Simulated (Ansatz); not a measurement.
# SrO (zincblende): how the settings move a single-point run

Aim: see which settings change the result for SrO (zincblende), by how much, and at what cost.

Computed with Ansatz 0.2.0 (reference: DFT r2SCAN, scalar-relativistic, plane waves, PAW, unless a step's input says otherwise).

**1. The system as given**

The structure is cubic, space group F-43m (No. 216). Conventional cell: a = 5.584 Å, b = 5.584 Å, c = 5.584 Å, α = 90.00°, β = 90.00°, γ = 90.00°. Sr (site symmetry -43m) has 4 O at 2.42 Å as nearest neighbours. O (site symmetry -43m) has 4 Sr at 2.42 Å as nearest neighbours.

Structure file:

```cif
data_structure
_symmetry_space_group_name_H-M 'P 1'
_symmetry_Int_Tables_number 1
_cell_length_a 3.9487
_cell_length_b 3.9487
_cell_length_c 3.9487
_cell_angle_alpha 60.000
_cell_angle_beta 60.000
_cell_angle_gamma 60.000
_cell_volume 43.54
loop_
_atom_site_label
_atom_site_type_symbol
_atom_site_fract_x
_atom_site_fract_y
_atom_site_fract_z
_atom_site_occupancy
Sr1 Sr 0.00000 0.00000 0.00000 1
O1 O 0.25000 0.25000 0.25000 1
```

**2. Baseline**

File input.yaml:

```yaml
crystal:
  lattice:
    - [0.0, 2.7921730098, 2.7921730098]
    - [2.7921730098, 0.0, 2.7921730098]
    - [2.7921730098, 2.7921730098, 0.0]
  atoms:
    - { symbol: Sr, position: [0.0, 0.0, 0.0] }
    - { symbol: O, position: [0.25, 0.25, 0.25] }
basis:
  ecutwfc: 500
  ecutrho_ratio: 4
kpoints:
  mp_grid: { grid: [8, 8, 8] }
hamiltonian:
  xc: r2scan
scf:
  occupations: { method: gaussian, width: 0.05 }
output:
  forces: true
  stress: true
  eigenvalues: true
```

Run with:

```bash
$ ansatz run input.yaml --threads 2 --pin off --max-ram 2662MiB --backend cpu --events-out ev --progress --plain --runs-dir out
```

**3. Changing settings: ecutrho_ratio 12, occupations.width 0.005**

Edit input.yaml of step 2 so:

```diff
@@ -10,3 +10,3 @@
   ecutwfc: 500
-  ecutrho_ratio: 4
+  ecutrho_ratio: 12
 kpoints:
@@ -16,3 +16,3 @@
 scf:
-  occupations: { method: gaussian, width: 0.05 }
+  occupations: { method: gaussian, width: 0.005 }
 output:
@@ -20,2 +20,5 @@
   stress: true
-  eigenvalues: true
+  write_density: true
+  write_potential: true
+  elf: true
+  volumetric_format: npy
```

**4. Changing settings: dispersion d3bj, preconditioner none**

Edit input.yaml of step 2 so:

```diff
@@ -15,4 +15,6 @@
   xc: r2scan
+  dispersion: d3bj
 scf:
   occupations: { method: gaussian, width: 0.05 }
+  mixing: { preconditioner: none }
 output:
@@ -20,2 +22,5 @@
   stress: true
-  eigenvalues: true
+  write_density: true
+  write_potential: true
+  elf: true
+  volumetric_format: npy
```

**5. Changed: ecutwfc 29.4 Ry, occupations.method tetrahedron, preconditioner kerker_dos, width left out**

Edit input.yaml of step 2 so:

```diff
@@ -9,3 +9,3 @@
 basis:
-  ecutwfc: 500
+  ecutwfc: "29.4 Ry"
   ecutrho_ratio: 4
@@ -16,3 +16,4 @@
 scf:
-  occupations: { method: gaussian, width: 0.05 }
+  occupations: { method: tetrahedron }
+  mixing: { preconditioner: kerker_dos }
 output:
@@ -20,2 +21 @@
   stress: true
-  eigenvalues: true
```

Q: Predict the outcome of this session. Wanted: for each run, ending; energy change; pressure; gap; force.

The runs gave:

```csv
run,ending,energy change,pressure (GPa),gap (eV),force (eV/Å),cycles,time
reference,converged,0,0.0,2.89,0.00,7,2.6 s
"1: ecutrho_ratio 12, occupations.width 0.005",converged,0.0 meV/atom (σ→0),0.0,2.89,0.00,7,4.9 s
"2: dispersion d3bj, preconditioner none",converged,-91.6 meV/atom (offset of the dispersion model),-0.7,2.89,0.00,7,3.1 s
"3: ecutwfc 29.4 Ry, occupations.method tetrahedron, preconditioner kerker_dos, width left out",converged,+5.6 meV/atom (σ→0),0.0,2.89,0.00,7,2.1 s
```

Times don't compare one to one where runs were asked for different outputs or read a saved state (see the inputs); cycles may leave out searches for a lower state.

Residual by cycle in the longest SCF loop of each run; runs are numbered as in the table. The quantity is the density residual dr2, in eV.

```csv
cycle,reference,run 1,run 2,run 3
1,0.0482,0.0485,0.0482,0.0472
2,0.0312,0.0317,0.0312,0.00527
3,0.00132,0.00131,0.00132,0.00192
4,5.4e-5,4.9e-5,5.4e-5,9.0e-5
5,2.5e-6,2.2e-6,2.5e-6,1.9e-5
6,1.6e-7,1.6e-7,1.6e-7,1.2e-6
7,1.5e-8,1.6e-8,1.5e-8,8.5e-8
```

Of the converged runs whose energies compare with the reference's, «ecutwfc 29.4 Ry, occupations.method tetrahedron, preconditioner kerker_dos, width left out» moves the energy most (+5.6 meV/atom). Run 3 ran under the cutoff that the potentials recommend, as the log warns, so basis error is mixed into its values.

The gaps are Kohn-Sham values of a semilocal functional, not quasiparticle or optical gaps. Such gaps usually fall short of the measured ones.
